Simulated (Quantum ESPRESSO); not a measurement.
## TiC under changes of volume

One of the cells (10.158 Å³/atom); the others are scaled copies at fixed shape and fractional positions:

```
Ti C
1.0
     0.00000    2.16572    2.16572
     2.16572    0.00000    2.16572
     2.16572    2.16572    0.00000
Ti C
1 1
Direct
  0.00000 0.00000 0.00000
  0.50000 0.50000 0.50000
```

The cell is a database's computed one.

- Program: Quantum ESPRESSO 7.5
- Functional: PBE
- Dispersion: D3(BJ)
- Potentials or basis: PseudoDojo 0.4.1 SR PBE standard
- Cutoff: 1143 eV
- Density cutoff: 4572 eV
- k mesh: 11 × 11 × 11
- Occupations: fermi-dirac, width 0.05 eV
- Spin: no spin polarisation

```csv
volume (Å³/atom),energy over the lowest point (meV/atom),pressure (GPa)
9.548,?,?
9.752,2.91,5.1
9.955,0.00,-0.5
10.158,3.90,-5.6
10.361,13.92,-10.2
10.564,29.46,-14.3
10.767,50.01,-18.1
```

Q: What does the run at 9.548 Å³/atom give?

A: Energy over the lowest point 13.34 meV/atom; pressure 11.3 GPa.

Worked out: A Birch-Murnaghan fit of order 3 (a polynomial in V^(-2/3)) to the other rows has its minimum at 9.94 Å³/atom with B0 = V·E''(V) = 265 GPa and B' = 4.1. It gives 13.42 meV/atom at 9.548 Å³/atom, against the run's 13.34, and -dE/dV = 11.5 GPa, against 11.3.

Energies are extrapolated to zero smearing.

Caveats: pairwise dispersion overbinds metals, which lowers pressure and volume.
